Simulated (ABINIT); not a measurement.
# AlN (P6_3mc) in ABINIT: a series of runs

Runs on AlN. Level: PBE. Tasks: relaxation of cell and atoms, single point.

Program: ABINIT 10.8.3 (patched build). These are calculated values, not measurements. Logs are shortened: lines on timing, memory, paths and dates and some standing lists are left out, and cuts for length are marked. The log counts tension as positive stress, the text compression.

### Step 1. The structure

The structure is hexagonal, space group P6_3mc (No. 186). The conventional cell has a = 3.113 Å, b = 3.113 Å, c = 4.981 Å, α = 90.00°, β = 90.00°, γ = 120.00°. Al (site symmetry 3m) has 4 N at 1.89 Å as nearest neighbours. N (site symmetry 3m) has 4 Al at 1.89 Å as nearest neighbours.

### Step 2. Relaxation of cell and atoms, PBE

run.abi reads:

```
# Pseudopotentials
pp_dirpath "./"
pseudos "Al.upf, N.upf"

# Structure
acell 3*1.0 Angstrom
rprim
     3.1130000000     0.0000000000     0.0000000000
    -1.5565000000     2.6959370820     0.0000000000
     0.0000000000     0.0000000000     4.9810000000
ntypat 2
znucl 13 7
natom 4
typat 1 1 2 2
chkprim 0
chksymtnons 0
tolsym 1.0e-6
xred
            2/3            1/3            1/2
            1/3            2/3            0.0
            2/3            1/3   0.8800000000
            1/3            2/3   0.3800000000

# Plane-wave basis
ecut 42.0
ecutsm 0.5

# k points
kptopt 1
ngkpt 8 8 4
nshiftk 1
shiftk 0.0 0.0 0.0

# Exchange and correlation
ixc 11

# Bands and occupations
nband 12
occopt 3
tsmear 0.00183747

# SCF cycle
nstep 80
tolvrs 1.0e-12

# Output
iomode 3
prteig 0
prtebands 0
prtwf 0
prtden 0

# Relaxation
ionmov 2
optcell 2
ntime 50
tolmxf 2.0e-5
dilatmx 1.08
```

Potentials or basis: PseudoDojo NC SR PBE v0.4.1 standard.

Started as:

```sh
mpirun --bind-to none -np 4 abinit run.abi > log 2>&1
```

run.abo:

```text
.Version 10.8.3 of ABINIT
 Symmetries : space group P6_3 m c (#186); Bravais hP (primitive hexag.)
================================================================================
 Values of the parameters that define the memory need of the present run
     intxc =       0    ionmov =       2      iscf =       7    lmnmax =       6
     lnmax =       6     mgfft =      60  mpssoang =       3    mqgrid =    3001
     natom =       4  nloc_mem =       1    nspden =       1   nspinor =       1
    nsppol =       1      nsym =      12    n1xccc =    2501    ntypat =       2
    occopt =       3   xclevel =       2
       mpw =        4658          nfft =       96000          nkpt =          30
================================================================================
================================================================================

--------------------------------------------------------------------------------
------------- Echo of variables that govern the present computation ------------
--------------------------------------------------------------------------------
 -outvars: echo values of preprocessed input variables --------
            acell      1.8897261259E+00  1.8897261259E+00  1.8897261259E+00 Bohr
              amu      2.69815390E+01  1.40067400E+01
          chkprim           0
      chksymtnons           0
          dilatmx      1.08000000E+00
             ecut      4.20000000E+01 Hartree
           ecutsm      5.00000000E-01 Hartree
           ionmov           2
              ixc          11
         kptrlatt        8    0    0      0    8    0      0    0    4
          kptrlen      3.76509033E+01
            natom           4
            nband          12
            ngfft          40      40      60
             nkpt          30
            nstep          80
             nsym          12
            ntime          50
           ntypat           2
           occopt           3
          optcell           2
           prtden           0
        prtebands           0
           prteig           0
            prtwf           0
            rprim      3.1130000000E+00  0.0000000000E+00  0.0000000000E+00
                      -1.5565000000E+00  2.6959370820E+00  0.0000000000E+00
                       0.0000000000E+00  0.0000000000E+00  4.9810000000E+00
          spgroup         186
           tolmxf      2.00000000E-05
           tolsym      1.00000000E-06
           tolvrs      1.00000000E-12
           tsmear      1.83747000E-03 Hartree
            typat      1  1  2  2
           xangst      1.5565000000E+00  8.9864569400E-01  2.4905000000E+00
                       2.0731891839E-17  1.7972913880E+00  0.0000000000E+00
                       1.5565000000E+00  8.9864569400E-01  4.3832800000E+00
                       2.0731891839E-17  1.7972913880E+00  1.8927800000E+00
            xcart      2.9413587150E+00  1.6981942459E+00  4.7063629166E+00
                       3.9177597648E-17  3.3963884918E+00  0.0000000000E+00
                       2.9413587150E+00  1.6981942459E+00  8.2831987332E+00
                       3.9177597648E-17  3.3963884918E+00  3.5768358166E+00
             xred      6.6666666667E-01  3.3333333333E-01  5.0000000000E-01
                       3.3333333333E-01  6.6666666667E-01  0.0000000000E+00
                       6.6666666667E-01  3.3333333333E-01  8.8000000000E-01
                       3.3333333333E-01  6.6666666667E-01  3.8000000000E-01
            znucl       13.00000    7.00000

================================================================================

 chkinp: Checking input parameters for consistency.

================================================================================
== DATASET  1 ==================================================================

--- !DatasetInfo
iteration_state: {dtset: 1, }
dimensions: {natom: 4, nkpt: 30, mband: 12, nsppol: 1, nspinor: 1, nspden: 1, mpw: 4658, }
cutoff_energies: {ecut:  42.0, pawecutdg:  -1.0, }
electrons: {nelect:   1.60000000E+01, charge:   0.00000000E+00, occopt:   3.00000000E+00, tsmear:   1.83747000E-03, }
meta: {optdriver: 0, ionmov: 2, optcell: 2, iscf: 7, paral_kgb: 0, }
...

 Exchange-correlation functional for the present dataset will be:
  GGA: Perdew-Burke-Ernzerhof functional - ixc=11
  J.P.Perdew, K.Burke, M.Ernzerhof, PRL 77, 3865 (1996)

 Real(R)+Recip(G) space primitive vectors, cartesian coordinates (Bohr,Bohr^-1):
 R(1)=  5.8827174  0.0000000  0.0000000  G(1)=  0.1699895  0.0981435  0.0000000
 R(2)= -2.9413587  5.0945827  0.0000000  G(2)=  0.0000000  0.1962869  0.0000000
 R(3)=  0.0000000  0.0000000  9.4127258  G(3)=  0.0000000  0.0000000  0.1062392
 Unit cell volume ucvol=  2.8209931E+02 bohr^3
 Angles (23,13,12)=  9.00000000E+01  9.00000000E+01  1.20000000E+02 degrees

 getcut: wavevector=  0.0000  0.0000  0.0000  ngfft=  40  40  60
         ecut(hartree)=     48.989   => boxcut(ratio)=   2.02312

--- Pseudopotential description ------------------------------------------------
- pspini: atom type   1  psp file is ./Al.upf
  13.00000   3.00000  171031                  znucl, zion, pspdat
12 -101130 2 -1 1876                          pspcod,pspxc,lmax,lloc,mmax
     nproj     2     2     2

- pspini: atom type   2  psp file is ./N.upf
   7.00000   5.00000  171031                  znucl, zion, pspdat
12 -101130 1 -1 1058                          pspcod,pspxc,lmax,lloc,mmax
     nproj     2     2     0

   2.97317893E+02                                ecore*ucvol(ha*bohr**3)
--------------------------------------------------------------------------------

================================================================================

=== [ionmov= 2] Broyden-Fletcher-Goldfarb-Shanno method (forces)
================================================================================

--- Iteration: ( 1/50) Internal Cycle: (1/1)
--------------------------------------------------------------------------------

---SELF-CONSISTENT-FIELD CONVERGENCE--------------------------------------------
[... 880 lines left out ...]
 Difference of energy with previous step (new-old):
           Absolute (Ha)=-1.38911E-08
           Relative     =-5.42858E-10

 At Broyd/MD step   8, gradients are converged :
  max grad (force/stress) = 1.8532E-05 < tolmxf= 2.0000E-05 ha/bohr (free atoms)

================================================================================

 ----iterations are completed or convergence reached----

 Mean square residual over all n,k,spin=   66.923E-16; max=  10.471E-13
 reduced coordinates (array xred) for    4 atoms
       0.666666666667      0.333333333333      0.499227396208
       0.333333333333      0.666666666667     -0.000772603792
       0.666666666667      0.333333333333      0.880772603792
       0.333333333333      0.666666666667      0.380772603792
 rms dE/dt=  4.4415E-05; max dE/dt=  7.5697E-05; dE/dt below (all hartree)
    1       0.000000000000      0.000000000000     -0.000078142580
    2       0.000000000000      0.000000000000     -0.000078142580
    3      -0.000000000000      0.000000000000      0.000075696562
    4       0.000000000000      0.000000000000      0.000075696562

 cartesian coordinates (angstrom) at end:
    1      1.56424509213884     0.90311732503129     2.50361743731064
    2      0.00000000000000     1.80623465006258    -0.00387459570618
    3      1.56424509213884     0.90311732503129     4.41706057381578
    4      0.00000000000000     1.80623465006258     1.90956854079896

 cartesian forces (hartree/bohr) at end:
    1     -0.00000000000000    -0.00000000000000     0.00000811649315
    2     -0.00000000000000    -0.00000000000000     0.00000811649315
    3      0.00000000000000     0.00000000000000    -0.00000811649315
    4     -0.00000000000000    -0.00000000000000    -0.00000811649315
 frms,max,avg= 4.6860595E-06 8.1164931E-06   0.000E+00  0.000E+00  1.291E-07 h/b

 cartesian forces (eV/Angstrom) at end:
    1     -0.00000000000000    -0.00000000000000     0.00041736685853
    2     -0.00000000000000    -0.00000000000000     0.00041736685853
    3      0.00000000000000     0.00000000000000    -0.00041736685853
    4     -0.00000000000000    -0.00000000000000    -0.00041736685853
 frms,max,avg= 2.4096687E-04 4.1736686E-04   0.000E+00  0.000E+00  6.636E-06 e/A
 length scales=  5.911989635876  5.911989635907  9.476946410595 bohr
              =  3.128490184278  3.128490184294  5.014984066034 angstroms
 Fermi (or HOMO) energy (hartree) =   0.25094   Average Vxc (hartree)=  -0.39088
 Eigenvalues (hartree) for nkpt=  30  k points:
 kpt#   1, nband= 12, wtk=  0.00391, kpt=  0.0000  0.0000  0.0000 (reduced coord)
  -0.36297   -0.28614   -0.02673    0.15954    0.15954    0.18314    0.18314    0.19061
   0.33968    0.43077    0.57456    0.59723
      occupation numbers for kpt#   1
   2.00000    2.00000    2.00000    2.00000    2.00000    2.00000    2.00000    2.00000
   0.00000    0.00000    0.00000    0.00000
 prteigrs : prtvol=0 or 1, do not print more k-points.

--- !EnergyTerms
iteration_state     : {dtset: 1, itime: 8, icycle: 1, }
comment             : Components of total free energy in Hartree
kinetic             :  1.63065462434206E+01
hartree             :  5.72057553665710E+00
xc                  : -8.47649619148778E+00
Ewald energy        : -2.16227773061655E+01
psp_core            :  1.03646504826154E+00
local_psp           : -1.72153913781726E+01
non_local_psp       : -1.33768740698568E+00
internal            : -2.55887654544723E+01
'-kT*entropy'       :  1.25294870812291E-15
total_energy        : -2.55887654544723E+01
total_energy_eV     : -6.96305780339461E+02
band_energy         : -1.20621791883901E-02
...

 rms coord change=  4.4606E-04   atom, delta coord (reduced):
     1        0.000000000000      0.000000000000     -0.000772603792
     2        0.000000000000      0.000000000000     -0.000772603792
     3        0.000000000000      0.000000000000      0.000772603792
     4        0.000000000000      0.000000000000      0.000772603792

 Cartesian components of stress tensor (hartree/bohr^3)
  sigma(1 1)= -1.85315275E-07  sigma(3 2)=  0.00000000E+00
  sigma(2 2)= -1.85315326E-07  sigma(3 1)=  0.00000000E+00
  sigma(3 3)= -5.51087984E-10  sigma(2 1)=  0.00000000E+00

-Cartesian components of stress tensor (GPa)         [Pressure=  3.6402E-03 GPa]
- sigma(1 1)= -5.45216362E-03  sigma(3 2)=  0.00000000E+00
- sigma(2 2)= -5.45216512E-03  sigma(3 1)=  0.00000000E+00
- sigma(3 3)= -1.62135683E-05  sigma(2 1)=  0.00000000E+00

== END DATASET(S) ==============================================================
================================================================================

 -outvars: echo values of variables after computation  --------
            acell      5.9119896359E+00  5.9119896359E+00  9.4769464106E+00 Bohr
           etotal     -2.5588765454E+01
            fcart     -0.0000000000E+00 -0.0000000000E+00  8.1164931464E-06
                      -0.0000000000E+00 -0.0000000000E+00  8.1164931464E-06
                       9.1090999443E-29  5.2591413049E-29 -8.1164931464E-06
                      -9.1090999443E-29 -5.2591413049E-29 -8.1164931464E-06
            rprim      1.0000000000E+00  0.0000000000E+00  0.0000000000E+00
                      -5.0000000000E-01  8.6602540379E-01  0.0000000000E+00
                       0.0000000000E+00  0.0000000000E+00  1.0000000000E+00
           strten     -1.8531527488E-07 -1.8531532592E-07 -5.5108798427E-10
                       0.0000000000E+00  0.0000000000E+00  0.0000000000E+00
           xangst      1.5642450921E+00  9.0311732503E-01  2.5036174373E+00
                       2.0445265852E-17  1.8062346501E+00 -3.8745957062E-03
                       1.5642450921E+00  9.0311732503E-01  4.4170605738E+00
                       2.0445265852E-17  1.8062346501E+00  1.9095685408E+00
             xred      6.6666666667E-01  3.3333333333E-01  4.9922739621E-01
                       3.3333333333E-01  6.6666666667E-01 -7.7260379199E-04
                       6.6666666667E-01  3.3333333333E-01  8.8077260379E-01
                       3.3333333333E-01  6.6666666667E-01  3.8077260379E-01
 Calculation completed.
```

Run time: 2.1 min. Hardware: 4 MPI ranks of Intel Xeon Platinum 8259CL at 2.50GHz (Skylake/Cascade Lake), shared host; peak memory 0.36 GiB.

What came out:

```yaml
Free_energy: -696.3058 eV
Relaxed_volume: 10.63 Å³/atom
Relaxed_cell: a = 3.128 Å, b = 3.128 Å, c = 5.015 Å, α = 90.00°, β = 90.00°, γ = 120.00°
Space_group_after_relaxing_to_0.05_Å: P6_3mc (No. 186)
Energy_gained_by_relaxing: 2.1 meV/atom
Ionic_steps: 8
Pressure_after_relaxing: 0.0 GPa
Band_gap_on_the_k_mesh: 4.06 eV, direct
```

Step by step:
```csv
step,energy change (eV),largest force (eV/Å),pressure (GPa),volume (Å³)
1,0.0000,0.1305,3.37,41.80
2,-0.0071,0.0677,1.28,42.24
3,-0.0085,0.0226,0.00,42.51
4,-0.0085,0.0158,-0.03,42.52
5,-0.0085,0.0012,-0.03,42.52
6,-0.0085,0.0020,-0.01,42.51
7,-0.0085,0.0017,0.01,42.51
8,-0.0085,0.0004,0.00,42.51
```

Final structure:
```
Al N
1.0
     3.12849    0.00000    0.00000
    -1.56425    2.70935    0.00000
     0.00000    0.00000    5.01498
Al N
2 2
Direct
  0.66667 0.33333 0.49923
  0.33333 0.66667 0.99923
  0.66667 0.33333 0.88077
  0.33333 0.66667 0.38077
```

### Step 3. Single point, PBE (cell relaxed)

run.abi reads:

```
# Pseudopotentials
pp_dirpath "./"
pseudos "Al.upf, N.upf"

# Structure
acell 5.9119896427 5.9119896379 9.4769464117
rprim
     1.0000000000     0.0000000000     0.0000000000
    -0.4999999988     0.8660254045     0.0000000000
     0.0000000000     0.0000000000     1.0000000000
ntypat 2
znucl 13 7
natom 4
typat 1 1 2 2
xcart
     1.5642451123     0.9031173176     2.5036174583
    -0.0000000123     1.8062346624    -0.0038745767
     1.5642451123     0.9031173176     4.4170605583
    -0.0000000123     1.8062346624     1.9095685233 Angstrom
chkprim 0
chksymtnons 0
tolsym 1.0e-6

# Plane-wave basis
ecut 1142.878222 eV

# k points
kptopt 1
ngkpt 8 8 4
nshiftk 1
shiftk 0.0 0.0 0.0

# Exchange and correlation
ixc 11

# Bands and occupations
nband 12
occopt 3
tsmear 0.00183747

# SCF cycle
nstep 100
tolvrs 1.0e-10

# Output
iomode 3
prtwf 0
prteig 0
prtebands 0
enunit 1
prtden 1
prtvha 1
prtvclmb 1
prtpot 1
prtelf 1
```

Potentials or basis: PseudoDojo NC SR PBE v0.4.1 standard.

Started as:

```sh
mpirun --bind-to none -np 4 abinit run.abi > log 2>&1
```

Run time: 17 s. Hardware: 4 MPI ranks of Intel Xeon Platinum 8259CL at 2.50GHz (Skylake/Cascade Lake), shared host; peak memory 0.32 GiB.

It converged, with:

* Free energy: -696.3058 eV
* Pressure: 0.0 GPa
* Band gap on the k mesh: 4.06 eV, direct
* Valence electrons inside the program's atomic spheres: Al 1.08; N 5.37

Levels at points of the mesh, in eV from the valence-band top:
| k point | band 5 | band 6 | band 7 | band 8 | band 9 | band 10 | band 11 | band 12 |
| --- | --- | --- | --- | --- | --- | --- | --- | --- |
| (0.00, 0.00, 0.00) | -0.85 | -0.20 | -0.20 | 0.00 | 4.06 | 6.53 | 10.45 | 11.06 |
| (0.50, 0.00, 0.00) | -3.30 | -2.06 | -1.75 | -0.68 | 5.77 | 5.78 | 8.04 | 10.15 |
| (0.00, 0.00, 0.50) | -0.53 | -0.53 | -0.53 | -0.53 | 6.32 | 6.32 | 10.18 | 10.18 |
| (0.50, 0.00, 0.50) | -1.44 | -1.44 | -1.35 | -1.35 | 5.26 | 5.26 | 9.18 | 9.18 |
